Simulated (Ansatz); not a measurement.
Set up this calculation in Ansatz 0.2.0, as the native input.

```yaml
Task: projected density of states
Functional: PBEsol
Potentials_or_basis: Ansatz PAW
Cutoff: "420 eV (not typed: the program's choice for these potentials)"
k_mesh: 7 × 7 × 4
Occupations: fermi-dirac, width 0.05 eV
Spin: no spin polarisation
```

The system is BaTiO3.

```
Ba Ti O
1.0
    -3.99980    0.00000    0.00000
     0.00000    0.00000   -4.01800
     0.00000   -7.99960    0.00000
Ba Ti O
2 2 6
Direct
  0.00144 0.02304 0.50759
  0.99856 0.97696 0.99241
  0.48033 0.56319 0.23580
  0.51967 0.47281 0.76420
  0.49380 0.96597 0.25815
  0.50620 0.00203 0.74185
  0.50761 0.49933 0.50744
  0.49239 0.47067 0.99256
  0.01522 0.48841 0.27113
  0.98478 0.48159 0.72887
```

The cell isn't the ideal one: a zone-boundary wave of random shape, sigma 0.1 Å.

These files were run (other wordings do the same):

input.yaml

```yaml
crystal:
  lattice:
    - [-3.9998, 0.0, 0.0]
    - [0.0, 0.0, -4.018]
    - [0.0, -7.9996, 0.0]
  atoms:
    - { symbol: Ba, position: [0.00144355, 0.02304186, 0.50759263] }
    - { symbol: Ba, position: [0.99855645, 0.97695814, 0.99240737] }
    - { symbol: Ti, position: [0.48032989, 0.56318885, 0.23579995] }
    - { symbol: Ti, position: [0.51967011, 0.47281115, 0.76420005] }
    - { symbol: O, position: [0.49380053, 0.96597287, 0.25815002] }
    - { symbol: O, position: [0.50619947, 0.00202713, 0.74184998] }
    - { symbol: O, position: [0.50761037, 0.49933203, 0.50744356] }
    - { symbol: O, position: [0.49238963, 0.47066797, 0.99255644] }
    - { symbol: O, position: [0.0152243, 0.48840562, 0.27113375] }
    - { symbol: O, position: [0.9847757, 0.48159438, 0.72886625] }
hamiltonian:
  xc: pbesol
  pseudopotentials: { kind: paw }
kpoints:
  mp_grid: { grid: [7, 7, 4] }
scf:
  occupations: { method: fermi_dirac, width: 0.05 }
  n_extra_bands: 25
output:
  forces: true
  stress: true
  eigenvalues: true
  dos: { projected: true, de: 0.05, nscf_kmesh: { grid: [11, 11, 6] } }
```

Potentials or basis: Ansatz PAW.

Run with:

```sh
$ ansatz run input.yaml --threads 4 --pin off --max-ram 11264MiB --backend cpu --events-out ev --progress --plain --runs-dir out
```

It gave:

```yaml
Pressure: 3.8 GPa
Largest_force: 6.585 eV/Å
Band_gap_on_the_k_mesh: 1.36 eV, indirect (least direct gap 1.52 eV)
```

Caveat: odd divisions of the mesh miss points on the zone boundary, where band edges often lie, so the gap on the mesh can be too wide; the pressure holds a Pulay correction of +0.6 GPa for the finite cutoff; spin-orbit coupling is left out, which moves the levels of the heavy elements; the PAW data sets come from PBE, with cores solved anew for the run's functional, which leaves a small shift of forces and pressure; forces of over 1 eV/Å show positions far from the minimum, so gaps and moduli don't describe the material at rest; the density of states is complete only up to the lowest level of the last band computed.

Run time: 2.2 min on 4 threads of Arm Neoverse V1, on a shared host, peak memory 1.6 GiB.
